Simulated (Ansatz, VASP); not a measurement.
## Two plane-wave programs on AlN

```
Al N
1.0
     3.08874    0.00000    0.00000
    -1.54437    2.67493    0.00000
     0.00000    0.00000    4.94377
Al N
2 2
Cartesian
  0.0000 1.7661 0.0075
  1.5444 0.9088 2.4794
  0.0000 1.7986 1.8958
  1.5444 0.8763 4.3677
```

Change from the starting cell: mode 4 frozen in at +0.000 Å and mode 5 at -0.017 Å (largest displacements).

Alike in both runs: task single point; functional LDA; k mesh 9 × 9 × 6; occupations gaussian, width 0.05 eV; no spin polarisation.

```csv
,VASP,Ansatz
version,VASP 6.6.1,Ansatz 0.2.0
potentials or method,"VASP PAW LDA potentials, release 64 (Al, N)","scalar-relativistic, plane waves, PAW"
plane-wave cutoff (eV),520,520
valence electrons in the cell,16,16
```

```csv
,VASP,Ansatz,Ansatz less VASP
gap on the k mesh at the Fermi level (eV),4.42,4.41,-0.005
least direct gap on the mesh (eV),4.42,4.41,-0.005
pressure (GPa),0.6,0.0,-0.60
rms of the force components (eV/Å),0.044,0.044,+0.0001
```

Atom by atom the forces differ by 0.000 eV/Å (rms over components).

Caveats: an odd mesh through Γ misses points on the zone boundary, where band edges often lie.
